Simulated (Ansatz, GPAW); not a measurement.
# C2 in line between two Al chains: relaxation, then transmission at several levels, part 2 of 3

Aim: the conductance of C2 in line between two Al chains after relaxation, and whether geometry, basis or functional moves it most.

GPAW 26.7.0 and Ansatz 0.2.0; Ansatz plane waves; relaxation of the junction with the lead ends held (the session's first sound run).

So far. Step 2 (Relaxation): The relaxation lowered the energy of the cell by 0.847 eV.

## 3. Plane waves, PBE

Plane waves give the reference curve, free of the bias of atom-centred orbitals.

This step: Ansatz plane waves; Landauer transmission by layers, zero bias (Ansatz 0.2.0).

The input, input.yaml:

```yaml
crystal:
  lattice:
    - [9.0, 0.0, 0.0]
    - [0.0, 9.0, 0.0]
    - [0.0, 0.0, 35.9508]
  atoms:
    - { symbol: Al, position: [0.5, 0.5, 0.0333789512] }
    - { symbol: Al, position: [0.5, 0.5, 0.1001368537] }
    - { symbol: Al, position: [0.5, 0.5, 0.1668947562] }
    - { symbol: Al, position: [0.5, 0.5, 0.2336526586] }
    - { symbol: Al, position: [0.5, 0.5, 0.3004105611] }
    - { symbol: Al, position: [0.4099819831, 0.4128302369, 0.365595677] }
    - { symbol: Al, position: [0.5181179542, 0.5102494377, 0.4290887857] }
    - { symbol: C, position: [0.4959614475, 0.4868406317, 0.4825547344] }
    - { symbol: C, position: [0.5011542147, 0.4863098289, 0.5173062882] }
    - { symbol: Al, position: [0.4837669089, 0.5124132742, 0.5708299959] }
    - { symbol: Al, position: [0.5730923335, 0.3973999749, 0.6343858473] }
    - { symbol: Al, position: [0.5, 0.5, 0.6995894389] }
    - { symbol: Al, position: [0.5, 0.5, 0.7663473414] }
    - { symbol: Al, position: [0.5, 0.5, 0.8331052438] }
    - { symbol: Al, position: [0.5, 0.5, 0.8998631463] }
    - { symbol: Al, position: [0.5, 0.5, 0.9666210488] }
kpoints:
  mp_grid: { grid: [1, 1, 2] }
hamiltonian:
  xc: pbe
scf:
  occupations: { method: fermi_dirac, width: 0.1 }
output:
  transmission:
    leads: [[0, 1]]
    e_range: [-2, 2]
    de: 0.025
    kmesh: [1, 1]
    reduced_basis: true
  write_potential: true
  write_density: true
  volumetric_format: npy
```

Run with:

```bash
> ansatz run input.yaml --threads 4 --pin off --max-ram 8192MiB --backend cpu --events-out ev --progress --plain --runs-dir out
```

Numbers of over 12 decimals in the logs are rounded to 6 here.

Output:

```text
[...]
Crystal: 16 atoms, lattice volume = 2912.015 Å³
Basis set: ecut = 420 eV, 56869 PW (Γ)
Bands: 41, of which v1, the nominal top of the filled ones, is band 25 counted from 1 (24 counted from 0)
Symmetry: 1 space group operations
[...]
k-points: 2
[...]
SCF iter   1: F=—  HF=-7998.861500 eV  |F-HF|=—  |Δ(HF+E_count)|=         —  Δρ=2.45e-3  dr2=1.69e0  ethr=1.77e-3  ⟨swp⟩=9.5  Hψ=477  notcnv=0
[...]
SCF iter   9: F=-7998.745154 eV  HF=-7998.745154 eV  |F-HF|=4.27e-8  |Δ(HF+E_count)|=   1.90e-7  Δρ=1.06e-6  dr2=9.58e-8  ethr=2.00e-10  ⟨swp⟩=11.5  Hψ=354  notcnv=0
SCF 1 converged in 9 iterations: F = -7998.745154 eV  dr2 = 9.58e-8
[...]
transmission: 45 of 270 steps passed
transmission: 90 of 270 steps passed
[...]
transmission: 270 of 270 steps passed
WARN: The output density's exchange-correlation potential varies sharply where the density is thin. Do not read a vacuum level from v_tot or v_xc, or from such a field of the output density. On a cell that repeats whose density bears no net charge and no dipole along the vacuum's axis use v_es (v_loc + v_h of the components); under efield.dipole_correction with no amplitude use v_es + v_field, which holds any externa [...]
SCF converged after 9 iterations
Free energy (F): -7998.745154 eV
[...]
Internal energy: -7998.116458 eV  (E = F + TS)
E sigma→0 (E₀):  -7998.430806 eV
Entropy (-TS):   -0.628697 eV (-39.294 meV/atom)
Fermi energy:    -3.030490 eV
[...]
--- Band table (eV) ---
  k-point 0: bands = [... 21 lower, -3.3742, -3.2305, -3.2270, -3.0747, -3.0615, -2.7689, -2.7513, -2.6090, ... 12 higher]
  k-point 1: bands = [... 21 lower, -3.3705, -3.2514, -3.2425, -3.0300, -3.0199, -2.8521, -2.8415, -2.4658, ... 12 higher]
--- Transmission ---
  basis      : 717 plane waves across, 45 finite elements along
  points     : 1, standing for a mesh of 1 x 1
  filling    : by the input's occupations and mesh, since the crystals that have channels conduct as metals do. If one of these is a semiconductor, that mesh has misplaced its level
  energies   : 161 from -2.000000 to 2.000000 eV about the Fermi level, 0.025000 eV apart; the leads are filled to 0.000000 eV, and channels, transmission and decay are at 0.000000 eV
  crystal 0  : Al1, at the sites [0, 1], period 2.4000 Å, over 24.00 Å; its Hamiltonian steps by up to 1.5 meV
    offset         : up to 0.0000 Å between an atom of the period and one for which it stands
    filled         : 15.0 meV over the level at which it is neutral
    channels       : 2.000000e0 a spin
    conductance    : 1.9131e14 S/m² at 300 K; may be off by some 0.0 % by where its bands' edges are placed, 0.0 % from the distance to neutral
  junction   : crystal 0 to crystal 0, 0.70 to 34.25 Å
    transmission   : 2.183095e-1 a spin
    error estimate : 6.565656e-5 a spin from the reduction of the transverse basis, at the most 1.151157e-3 at 0.875000 eV
    conductance    : 2.1182e13 S/m² at 300 K (2.1180e13 on every other energy)
    error estimate : 0.0 % from the energy spacing and 0.0 % from band edges of the leads and from resonances (wavevectors taken as independent; lower de), 0.1 % from the reduction of the transverse basis, 1.3 % from the steps of its leads' Hamiltonians or their offsets (lay more layers), 6.3 % from the distance to neutral
    resistance     : 4.1984e-2 Ω µm² beyond half of each lead's own
```

Elapsed: 41 s, on 4 threads of Arm Neoverse V1, shared host; peak memory 2.2 GiB; 2.4 min of CPU time.

Numbers from this step:

```
free energy                                             : -7998.7452 eV
lead level                                              : 0 eV from the Fermi level
transmission at the Fermi level (one spin)              : 0.2183
open channels of the lead at the Fermi level (one spin) : 2
step of the potential along the lead                    : 1.5 meV
offset of the lead                                      : 0 Å
filling of the lead less its bulk value, in size        : 15 meV
conductance                                             : 0.2214 G₀
```

One spin. The transmission, zone mean by energy, zero at the Fermi level:

energy (eV), transmission, zone mean and a bar:
```
   -2.000       0.26 ####
   -1.900       0.29 #####
   -1.800       0.30 #####
   -1.700       0.28 #####
   -1.600       0.21 ####
   -1.500       0.12 ##
   -1.400       0.05 #
   -1.300       0.01 
   -1.200       0.00 
   -1.100       0.00 
   -1.000       0.00 
   -0.900       0.00 
   -0.800       0.00 
   -0.700       0.00 
   -0.600       0.00 
   -0.500       0.00 
   -0.400       0.00 
   -0.300       0.03 
   -0.200       0.07 #
   -0.100       0.14 ##
    0.000       0.22 ####
    0.100       0.33 ######
    0.200       0.48 ########
    0.300       0.66 ###########
    0.400       0.83 ##############
    0.500       0.96 ################
    0.600       1.06 ##################
    0.700       1.18 ####################
    0.800       1.34 #######################
    0.900       1.58 ##########################
    1.000       1.71 #############################
    1.100       1.77 ##############################
    1.200       1.79 ##############################
    1.225       1.79 ##############################
    1.300       1.78 ##############################
    1.400       1.74 #############################
    1.500       1.68 ############################
    1.600       1.60 ###########################
    1.700       1.52 #########################
    1.800       1.44 ########################
    1.900       1.38 #######################
    2.000       1.35 #######################
```

One spin. Open channels, zone mean against energy, zero at the Fermi level:

energy (eV), open channels, zone mean and a bar:
```
   -2.000       1.00 ##########
   -1.800       1.00 ##########
   -1.600       1.00 ##########
   -1.400       1.00 ##########
   -1.200       0.00 
   -1.000       0.00 
   -0.800       0.00 
   -0.600       0.00 
   -0.400       0.00 
   -0.200       2.00 ####################
    0.000       2.00 ####################
    0.200       2.00 ####################
    0.400       2.00 ####################
    0.600       2.00 ####################
    0.800       2.00 ####################
    1.000       3.00 ##############################
    1.200       3.00 ##############################
    1.400       3.00 ##############################
    1.600       3.00 ##############################
    1.800       3.00 ##############################
    2.000       3.00 ##############################
```

Crystal 0, spin -, k parallel (0, 0); distinct values, listed up to 1.5 1/Å. The Im kz of the slowest decaying states by energy, zero at the Fermi level:

| energy (eV) | decay 1 (Å⁻¹) | decay 2 (Å⁻¹) | decay 3 (Å⁻¹) | decay 4 (Å⁻¹) |
| --- | --- | --- | --- | --- |
| -2.000 | 0.671 | 0.671 | 1.15 | 1.26 |
| -1.800 | 0.628 | 0.628 | 1.13 | 1.24 |
| -1.600 | 0.582 | 0.582 | 1.10 | 1.22 |
| -1.400 | 0.531 | 0.531 | 1.08 | 1.20 |
| -1.200 | 0.0369 | 0.475 | 0.475 | 1.05 |
| -1.000 | 0.0791 | 0.412 | 0.412 | 1.03 |
| -0.800 | 0.0999 | 0.337 | 0.337 | 1.00 |
| -0.600 | 0.112 | 0.239 | 0.239 | 0.978 |
| -0.400 | 0.0277 | 0.0295 | 0.119 | 0.951 |
| -0.200 | 0.121 | 0.923 | 1.06 | 1.14 |
| 0.000 | 0.119 | 0.894 | 1.03 | 1.12 |
| 0.200 | 0.112 | 0.864 | 1.01 | 1.09 |
| 0.400 | 0.101 | 0.833 | 0.980 | 1.07 |
| 0.600 | 0.0830 | 0.801 | 0.952 | 1.05 |
| 0.800 | 0.0522 | 0.767 | 0.924 | 1.02 |
| 1.000 | 0.732 | 0.895 | 0.994 | 1.08 |
| 1.200 | 0.695 | 0.866 | 0.967 | 1.06 |
| 1.400 | 0.656 | 0.835 | 0.940 | 1.03 |
| 1.600 | 0.614 | 0.803 | 0.911 | 1.00 |
| 1.800 | 0.569 | 0.769 | 0.882 | 0.977 |
| 2.000 | 0.521 | 0.734 | 0.851 | 0.950 |

Crystal 0, spin -, k parallel (0, 0). The Re kz of states that move upwards by energy, zero at the Fermi level:

| energy (eV) | channel 1 (Å⁻¹) | channel 2 (Å⁻¹) | channel 3 (Å⁻¹) |
| --- | --- | --- | --- |
| -2.000 | 1.13 | - | - |
| -1.900 | 1.15 | - | - |
| -1.800 | 1.16 | - | - |
| -1.700 | 1.18 | - | - |
| -1.600 | 1.20 | - | - |
| -1.500 | 1.22 | - | - |
| -1.400 | 1.24 | - | - |
| -1.300 | 1.27 | - | - |
| -1.200 | - | - | - |
| -1.100 | - | - | - |
| -1.000 | - | - | - |
| -0.900 | - | - | - |
| -0.800 | - | - | - |
| -0.700 | - | - | - |
| -0.600 | - | - | - |
| -0.500 | - | - | - |
| -0.400 | - | - | - |
| -0.300 | 0.165 | 0.165 | - |
| -0.200 | 0.235 | 0.236 | - |
| -0.100 | 0.289 | 0.289 | - |
| 0.000 | 0.334 | 0.334 | - |
| 0.100 | 0.374 | 0.374 | - |
| 0.200 | 0.410 | 0.410 | - |
| 0.300 | 0.443 | 0.443 | - |
| 0.400 | 0.474 | 0.474 | - |
| 0.500 | 0.502 | 0.503 | - |
| 0.600 | 0.530 | 0.530 | - |
| 0.700 | 0.556 | 0.556 | - |
| 0.800 | 0.580 | 0.581 | - |
| 0.900 | 0.604 | 0.604 | - |
| 1.000 | -1.26 | 0.627 | 0.627 |
| 1.100 | -1.24 | 0.649 | 0.649 |
| 1.200 | -1.22 | 0.670 | 0.671 |
| 1.300 | -1.20 | 0.691 | 0.691 |
| 1.400 | -1.19 | 0.711 | 0.711 |
| 1.500 | -1.17 | 0.731 | 0.731 |
| 1.600 | -1.16 | 0.750 | 0.750 |
| 1.700 | -1.15 | 0.768 | 0.768 |
| 1.800 | -1.13 | 0.787 | 0.787 |
| 1.900 | -1.12 | 0.804 | 0.804 |
| 2.000 | -1.11 | 0.822 | 0.822 |

The electrostatic potential energy of an electron (with the applied field's), less the Fermi level, planar mean oscillates, so the rows of the table below give means over windows of 2.37 Å about each position, cut where the curve ends. Its first 14 maxima inside the range that stand out by 2 % of the span (Å: eV): 2.4: 3.82, 4.7: 3.82, 7.2: 3.82, 9.6: 3.74, 12.0: 3.66, 14.2: 3.55, 16.7: 3.69, 17.9: 3.82, 19.2: 3.69, 21.7: 3.54, 24.0: 3.66, 26.3: 3.74, 28.7: 3.82, 31.2: 3.82. Its first 14 minima: 1.2: 3.03, 3.6: 3.02, 5.9: 3.03, 8.4: 3.00, 10.8: 2.91, 13.2: 2.94, 15.5: 2.75, 17.3: 3.10, 18.6: 3.10, 20.4: 2.74, 22.8: 2.94, 25.2: 2.91, 27.5: 3.00, 30.0: 3.03.

The electrostatic potential energy of an electron (with the applied field's), less the Fermi level, planar mean by z; means over each step:

| z (Å) | electrostatic potential energy of an electron (with the applied field's), less the Fermi level, planar mean (eV) |
| --- | --- |
| 1.19 | 3.36 |
| 3.56 | 3.36 |
| 5.93 | 3.37 |
| 8.29 | 3.33 |
| 10.67 | 3.25 |
| 13.04 | 3.23 |
| 15.41 | 3.12 |
| 17.77 | 3.42 |
| 20.14 | 3.14 |
| 22.52 | 3.21 |
| 24.89 | 3.23 |
| 27.25 | 3.32 |
| 29.62 | 3.37 |
| 32.00 | 3.36 |
| 34.37 | 3.37 |

The valence density, planar mean oscillates, so the rows of the table below give means over windows of 2.44 Å about each position, cut where the curve ends. Its maxima inside the range that stand out by 2 % of the span (Å: e/Å³): 2.4: 0.0176, 4.7: 0.0176, 7.1: 0.0177, 9.3: 0.0175, 11.8: 0.0175, 14.5: 0.0186, 18.0: 0.0429, 21.5: 0.0186, 24.1: 0.0175, 26.6: 0.0175, 28.8: 0.0177, 31.2: 0.0176, 33.6: 0.0176. Its minima: 1.2: 0.0126, 3.6: 0.0126, 5.9: 0.0127, 8.4: 0.0129, 10.7: 0.0128, 13.2: 0.0142, 15.7: 0.0108, 20.3: 0.0108, 22.8: 0.0142, 25.3: 0.0128, 27.5: 0.0129, 30.0: 0.0127, 32.4: 0.0126, 34.8: 0.0126.

Valence density, planar mean against z; means over each step:

| z (Å) | valence density, planar mean (e/Å³) |
| --- | --- |
| 1.22 | 0.0155 |
| 3.66 | 0.0155 |
| 6.10 | 0.0155 |
| 8.54 | 0.0155 |
| 10.98 | 0.0155 |
| 13.42 | 0.0164 |
| 15.86 | 0.0177 |
| 18.30 | 0.0371 |
| 20.74 | 0.0152 |
| 23.18 | 0.0162 |
| 25.62 | 0.0155 |
| 28.06 | 0.0156 |
| 30.50 | 0.0155 |
| 32.94 | 0.0154 |
| 35.38 | 0.0146 |

The largest of the program's own error estimates on the conductance is 6.3 %. T at the Fermi level is 0.218 of 2 open channels a spin.

## 4. GPAW, dzp

The script solves lead and junction separately, takes H and S in the orbital basis, and joins semi-infinite leads through their self-energies; the dzp basis is the working standard.

This step: GPAW LCAO, PAW setups; Landauer transmission from Green's functions with principal layers (ASE), zero bias (GPAW 26.7.0).

The input, run.py:

```python
import json
import numpy as np
from ase import Atoms
from ase.transport.calculators import TransportCalculator
from gpaw import GPAW, FermiDirac
from gpaw.lcao.tools import get_lcao_hamiltonian
from scipy.linalg import eigh

# The junction with lead layers at both ends, along the third cell vector
device = Atoms(
    ['Al', 'Al', 'Al', 'Al', 'Al', 'Al', 'Al', 'C', 'C', 'Al', 'Al', 'Al', 'Al', 'Al', 'Al', 'Al'],
    positions=[
        [4.50000, 4.50000, 1.20000],
        [4.50000, 4.50000, 3.60000],
        [4.50000, 4.50000, 6.00000],
        [4.50000, 4.50000, 8.40000],
        [4.50000, 4.50000, 10.80000],
        [3.68984, 3.71547, 13.14346],
        [4.66306, 4.59224, 15.42609],
        [4.46365, 4.38157, 17.34823],
        [4.51039, 4.37679, 18.59757],
        [4.35390, 4.61172, 20.52180],
        [5.15783, 3.57660, 22.80668],
        [4.50000, 4.50000, 25.15080],
        [4.50000, 4.50000, 27.55080],
        [4.50000, 4.50000, 29.95080],
        [4.50000, 4.50000, 32.35080],
        [4.50000, 4.50000, 34.75080]],
    cell=[[9.0, 0.0, 0.0], [0.0, 9.0, 0.0], [0.0, 0.0, 35.9508]],
    pbc=True)

# One principal layer of the lead: the first 4 atoms of the device
lead = Atoms(
    ['Al', 'Al', 'Al', 'Al'],
    positions=[
        [4.50000, 4.50000, 1.20000],
        [4.50000, 4.50000, 3.60000],
        [4.50000, 4.50000, 6.00000],
        [4.50000, 4.50000, 8.40000]],
    cell=[[9.0, 0.0, 0.0], [0.0, 9.0, 0.0], [0.0, 0.0, 9.6]],
    pbc=True)

settings = dict(mode='lcao', basis='dzp', xc='PBE', h=0.2,
                occupations=FermiDirac(0.1), maxiter=250,
                mixer=dict(beta=0.1, nmaxold=8, weight=100.0),
                convergence=dict(density=0.0001))
energies = np.arange(-2, 2 + 1e-9, 0.025)
eta = 0.0001
n1, n2 = 1, 1
# k and -k transmit alike, so half of the mesh across the current serves
mesh = [(i, j) for i in range(n1) for j in range(n2) if (i, j) <= (-i % n1, -j % n2)]
weights = np.array([1 if (i, j) == (-i % n1, -j % n2) else 2 for i, j in mesh]) / (n1 * n2)

# [... helper functions left out ...]
fermi_lead = ground_state(lead, (1, 1, 12), 'lead.txt')
fermi_device = ground_state(device, (1, 1, 2), 'device.txt')
# [... loop over the mesh left out, but for ...]
        # Shift the lead onto the potential of the device's first layer
        shift = ((H[:, 0, 0] - H0[:, 0, 0]) / S0[0, 0]).real.mean()
# [...]
kT = 8.617333e-5 * 300
bias = [0.1, 0.2, 0.5, 1.0, 1.5, 2.0]
# [... integrals and printing left out ...]
```

Run with:

```bash
> OMP_NUM_THREADS=1 OPENBLAS_NUM_THREADS=1 python run.py
```

Output:

```text
basis functions: device 208, principal layer 52
Fermi level: lead -3.1259 eV, device -3.0500 eV; lead shifted by 0.0128 eV
largest coupling past the next layer 1.42e-15 eV, largest misfit of the first layer 0.040 eV
  E-E_F (eV)   T (one spin)  channels
    -2.000    2.7756e-01    1.0000
    -1.975    2.8758e-01    1.0000
    -1.950    2.9704e-01    1.0000
    -1.925    3.0570e-01    1.0000
    -1.900    3.1327e-01    1.0000
    -1.875    3.1946e-01    1.0000
    -1.850    3.2397e-01    1.0000
    -1.825    3.2647e-01    1.0000
    -1.800    3.2665e-01    1.0000
    -1.775    3.2421e-01    1.0000
    -1.750    3.1893e-01    1.0000
    -1.725    3.1060e-01    1.0000
    -1.700    2.9915e-01    1.0000
    -1.675    2.8461e-01    1.0000
    -1.650    2.6713e-01    1.0000
    -1.625    2.4703e-01    1.0000
[...]
1.825    1.6345e+00    3.0000
     1.850    1.6275e+00    3.0000
     1.875    1.6212e+00    3.0000
     1.900    1.6158e+00    3.0000
     1.925    1.6111e+00    3.0000
     1.950    1.6071e+00    3.0000
     1.975    1.6037e+00    3.0000
     2.000    1.6007e+00    3.0000
conductance at 300 K: 0.2446 G0 a cell; thermopower -31.16 uV/K
current from the zero-bias T(E) at 0.1 V: 1.9039 uA
current from the zero-bias T(E) at 0.2 V: 3.861 uA
current from the zero-bias T(E) at 0.5 V: 10.627 uA
current from the zero-bias T(E) at 1.0 V: 26.997 uA
current from the zero-bias T(E) at 1.5 V: 48.897 uA
current from the zero-bias T(E) at 2.0 V: 78.141 uA
```

The job ended after 88 s (1 thread; peak memory 1.2 GiB).

This step gave:

| Property | Result |
| --- | --- |
| conductance | 0.2446 G₀ |
| thermopower | -31.16 μV/K |
| largest coupling past the next principal layer | 1.42e-15 eV |
| largest misfit of the first principal layer | 0.04039 eV |
| shift that aligns the lead | 0.01280 eV |
| basis functions of the junction | 208 |
| basis functions of a principal layer | 52 |
| transmission at the Fermi level (one spin) | 0.2418 |

One spin. The transmission, zone mean by energy, zero at the Fermi level:

energy (eV), transmission, zone mean and a bar:
```
   -2.000       0.28 #####
   -1.900       0.31 #####
   -1.800       0.33 #####
   -1.700       0.30 #####
   -1.600       0.22 ####
   -1.500       0.13 ##
   -1.400       0.05 #
   -1.300       0.00 
   -1.200       0.00 
   -1.100       0.00 
   -1.000       0.00 
   -0.900       0.00 
   -0.800       0.00 
   -0.700       0.00 
   -0.600       0.00 
   -0.500       0.00 
   -0.400       0.00 
   -0.300       0.03 #
   -0.200       0.08 #
   -0.100       0.15 ###
    0.000       0.24 ####
    0.100       0.36 ######
    0.200       0.52 #########
    0.300       0.71 ############
    0.400       0.89 ###############
    0.500       1.01 #################
    0.600       1.10 ##################
    0.700       1.21 ####################
    0.800       1.36 #######################
    0.900       1.56 ##########################
    1.000       1.73 #############################
    1.100       1.77 ##############################
    1.200       1.80 ##############################
    1.275       1.80 ##############################
    1.300       1.80 ##############################
    1.400       1.79 ##############################
    1.500       1.76 #############################
    1.600       1.72 #############################
    1.700       1.68 ############################
    1.800       1.64 ###########################
    1.900       1.62 ###########################
    2.000       1.60 ###########################
```

Crossings of the lead's bands, unfolded to its shortest repeat. The open channels, zone mean by energy, zero at the Fermi level:

| energy (eV) | open channels, zone mean |
| --- | --- |
| -2.000 | 1 |
| -1.800 | 1 |
| -1.600 | 1 |
| -1.400 | 1 |
| -1.200 | 0 |
| -1.000 | 0 |
| -0.800 | 0 |
| -0.600 | 0 |
| -0.400 | 0 |
| -0.200 | 2 |
| 0.000 | 2 |
| 0.200 | 2 |
| 0.400 | 2 |
| 0.600 | 2 |
| 0.800 | 2 |
| 1.000 | 3 |
| 1.200 | 3 |
| 1.400 | 3 |
| 1.600 | 3 |
| 1.800 | 3 |
| 2.000 | 3 |

Not self-consistent under bias; the bias window is split evenly. Current through one cell, from the zero-bias transmission against bias:

| bias (V) | current through one cell, from the zero-bias transmission (μA) |
| --- | --- |
| 0.100 | 1.90 |
| 0.200 | 3.86 |
| 0.500 | 10.6 |
| 1.000 | 27.0 |
| 1.500 | 48.9 |
| 2.000 | 78.1 |

The transmission of the three most open eigenchannels by energy, zero at the Fermi level:

| energy (eV) | channel 1 | channel 2 | channel 3 |
| --- | --- | --- | --- |
| -2.000 | 0.278 | 0 | 0 |
| -1.800 | 0.327 | 0 | 0 |
| -1.600 | 0.225 | 0 | 0 |
| -1.400 | 0.0481 | 0 | 0 |
| -1.200 | 3.2e-10 | 0 | 0 |
| -1.000 | 1.3e-11 | 0 | 0 |
| -0.800 | 7.2e-12 | 0 | 0 |
| -0.600 | 2.3e-10 | 0 | 0 |
| -0.400 | 3.2e-9 | 5.4e-10 | 0 |
| -0.200 | 0.0495 | 0.0289 | 0 |
| 0.000 | 0.133 | 0.109 | 0 |
| 0.200 | 0.263 | 0.257 | 0 |
| 0.400 | 0.459 | 0.427 | 0 |
| 0.600 | 0.552 | 0.545 | 0 |
| 0.800 | 0.707 | 0.652 | 6.6e-12 |
| 1.000 | 0.890 | 0.837 | 5.1e-4 |
| 1.200 | 0.917 | 0.879 | 0.00249 |
| 1.400 | 0.904 | 0.878 | 0.00619 |
| 1.600 | 0.860 | 0.848 | 0.0136 |
| 1.800 | 0.810 | 0.805 | 0.0270 |
| 2.000 | 0.790 | 0.766 | 0.0445 |

At the Fermi level T is 0.242 against 0.218 in plane waves. Couplings past the next layer reach 1.4e-15 eV, small enough to drop; the matrix elements of the cell's first layer differ from the bulk lead's by up to 0.040 eV. That layer keeps its own values in the calculation, and only beyond it is the lead taken as perfect. The Fermi levels of lead and junction count from different zeros of potential, one for each periodic cell; with both set to zero, the small remaining shift is what aligns them. By hand: G = 0.2446 × 77.48 μS = 19.0 μS, a resistance of 52.8 kΩ; at 0.1 V a linear junction would pass 1.90 μA, and the integral over the bias window gives 1.90 μA. Mott's formula, S = -(π²/3)(k_B²T/e) d ln T/dE, has the prefactor 7.33 μV/K·eV at 300 K; T = 0.2172 at -0.025 eV and 0.2680 at 0.025 eV give a slope of 4.21 per eV and S = -30.8 μV/K, beside -31.2 μV/K from the thermal integral, which interpolates the same grid.

(Part 2 of 3 ends here.)

[Logs are printed without paths, hosts, clocks, repeated set-up lines and the standing remarks that a program may print on its own settings, such as how far it seeks lower states.]

[Hosts, paths, dates, database ids (printed as entryN), source tags and the programs' standing remarks are cut or masked in the printed files.]
